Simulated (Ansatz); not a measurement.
**ZrO2: strain energy, fitted**

ZrO2, P4_2/nmc, a = 3.601 Å, c = 5.228 Å. This isn't the usual stable structure of the compound. Ansatz: r2SCAN, PAW, 500 eV, Γ-centred 6×6×6 mesh on 6 atoms, Gaussian smearing 0.02 eV; no spin polarisation. Series: biaxial strain in the a-b plane, c and atoms relaxed; x is the strain in per cent. y is the free energy over the unstrained cell, V0 = 11.301 Å³/atom.

```
x (%) y (meV/atom)
 -4.5             ?
 -3.0         38.45
 -1.5          9.37
  0.0          0.00
  1.5          8.92
  3.0         34.73
  4.5         76.06
```

Question: Fit y = c2 x² + c3 x³ to the other rows, turn c2 into a modulus, and predict the missing energy.

Answer: Least squares on the rows shown. y = 4.0656 x² − 0.068799 x³. In eV per unit strain² c2 is 40.66; M is the biaxial modulus (E = M V0 ε²): 40.66 × 160.2 / (11.301) = 576 GPa. At x = -4.5 the fit asked for gives 88.60 meV/atom. The run gave 88.55 meV/atom, so the fit is 0.05 meV/atom too high, a small miss on the scale of the series.